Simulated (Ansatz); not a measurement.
# Sn: the cost of one run

Method: DFT PBE, scalar-relativistic, in Ansatz 0.2.0.

### Step 1. The system as given

The structure is tetragonal, space group I4_1/amd (No. 141). The conventional cell has a = 5.832 Å, b = 5.832 Å, c = 3.181 Å, α = 90.00°, β = 90.00°, γ = 90.00°. Sn (site symmetry -4m2) is surrounded by 6 Sn at 3.02 to 3.18 Å.

Coordinates:

```cif
data_structure
_symmetry_space_group_name_H-M 'I4_1/amd:1'
_symmetry_Int_Tables_number 141
_cell_length_a 5.8317
_cell_length_b 5.8317
_cell_length_c 3.1813
_cell_angle_alpha 90.000
_cell_angle_beta 90.000
_cell_angle_gamma 90.000
_cell_volume 108.19
loop_
_atom_site_label
_atom_site_type_symbol
_atom_site_symmetry_multiplicity
_atom_site_Wyckoff_symbol
_atom_site_fract_x
_atom_site_fract_y
_atom_site_fract_z
_atom_site_occupancy
Sn1 Sn 4 a 0.00000 0.00000 0.00000 1
```

The file gives the conventional cell by its symmetry; the runs use the cell typed in the input.

Atoms are numbered in the order of the input: Sn1, Sn2.

### Step 2. After the deformation

Space group I4_1/amd before, I4_1/amd after.

### Step 3. All-electron LAPW

File input.yaml:

```yaml
crystal:
  lattice:
    - [-2.8866915, 2.8866915, 1.59065]
    - [2.8866915, -2.8866915, 1.59065]
    - [2.8866915, 2.8866915, -1.59065]
  atoms:
    - { symbol: Sn, position: [0.0, 0.0, 0.0] }
    - { symbol: Sn, position: [0.75, 0.25, 0.5] }
kpoints:
  mp_grid: { grid: [15, 15, 15] }
  band_path:
    path:
      - [0.0, 0.0, 0.0]
      - [0.0, 0.0, 0.5]
      - [-0.5, 0.5, 0.5]
      - [0.0, 0.0, 0.0]
      - [0.32590817, 0.32590817, -0.32590817]
      - [-0.32590817, 0.67409183, 0.32590817]
      - [-0.5, 0.5, 0.5]
      - [0.0, 0.0, 0.5]
      - [0.25, 0.25, 0.25]
    npoints: 5
scf:
  occupations: { method: fermi_dirac, width: 0.05 }
hamiltonian:
  xc: pbe
  pseudopotentials: { kind: all_electron, lapw: { basis_error: 0.0005 } }
output:
  forces: true
  stress: true
  eigenvalues: true
```

The run is started by

```bash
$ ansatz run input.yaml --threads 1 --pin off --max-ram 3072MiB --backend cpu --events-out ev --progress --plain --runs-dir out
```

What time and memory should one allow on 1 thread of Arm Neoverse V1, shared host?

About 87 s, with a peak of 0.87 GiB.
